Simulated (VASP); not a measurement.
VASP 6.6.1 run: SrO

INCAR

```
PREC = Accurate
NSW = 0
LWAVE = .FALSE.
ENCUT = 700
NBANDS = 9
LREAL = .FALSE.
GGA = PE
ISMEAR = -1
SIGMA = 0.02
IBRION = -1
NELM = 85
LASPH = .TRUE.
ISIF = 2
LCHARG = .FALSE.
EDIFF = 1E-7
```

KPOINTS

```
KPOINTS created by Atomic Simulation Environment
0
Gamma
8 8 8
0 0 0
```

POSCAR

```
Sr O
 1.0000000000000000
    -0.1162875728000000    2.5668004474999999    2.5668004474999999
     2.5668004474999999   -0.1162875728000000    2.5668004474999999
     2.5668004474999999    2.5668004474999999   -0.1162875728000000
 Sr  O
   1   1
Cartesian
  0.0000000000000000  0.0000000000000000  0.0000000000000000
  2.5086566610999999  2.5086566610999994  2.5086566610999994
```

The recommended PBE PAW datasets give the neutral cell 16 valence electrons.

Command

```
mpirun -np 1 vasp_std
```

**Question.** How does this run end, and what does it give?

**Answer.** It converged. Results: gap between bands v and c on the k mesh 3.18 eV; least direct gap on the k mesh 3.34 eV; pressure -2.2 GPa. Band v is the last that the valence electrons fill when counted band by band, and c is the next.

OSZICAR

```
N       E                     dE             d eps       ncg     rms          rms(c)
DAV:   1     0.110671739259E+03    0.11067E+03   -0.10570E+04  1170   0.218E+03
DAV:   2    -0.104115623682E+02   -0.12108E+03   -0.11630E+03  1867   0.330E+02
DAV:   3    -0.141195361060E+02   -0.37080E+01   -0.36581E+01  1303   0.656E+01
DAV:   4    -0.142177607246E+02   -0.98225E-01   -0.98101E-01  1697   0.850E+00
DAV:   5    -0.142204870377E+02   -0.27263E-02   -0.27256E-02  1341   0.115E+00    0.147E+01
DAV:   6    -0.121194074104E+02    0.21011E+01   -0.17222E+01  1237   0.318E+01    0.203E+01
DAV:   7    -0.120293055086E+02    0.90102E-01   -0.12239E+00  1470   0.111E+01    0.101E+01
DAV:   8    -0.120181814804E+02    0.11124E-01   -0.15565E-01  1360   0.505E+00    0.208E+00
DAV:   9    -0.120200905178E+02   -0.19090E-02   -0.28214E-02  1607   0.173E+00    0.204E-01
DAV:  10    -0.120208597404E+02   -0.76922E-03   -0.22056E-03  1436   0.580E-01    0.140E-01
DAV:  11    -0.120209595982E+02   -0.99858E-04   -0.37352E-04  1276   0.203E-01    0.828E-02
DAV:  12    -0.120209618685E+02   -0.22703E-05   -0.16737E-05  1585   0.486E-02    0.351E-02
DAV:  13    -0.120209635945E+02   -0.17260E-05   -0.17681E-05  1549   0.403E-02    0.504E-03
DAV:  14    -0.120209629008E+02    0.69373E-06   -0.29597E-06  1399   0.189E-02    0.492E-03
DAV:  15    -0.120209628515E+02    0.49305E-07   -0.19291E-07   956   0.544E-03
   1 F= -.12020963E+02 E0= -.12020963E+02  d E =-.808107E-11
```

For comparison, a separate PBE run of the intended cell, on usual settings and not on those above, gives a gap of 3.17 eV on its mesh and a pressure of -2.1 GPa.
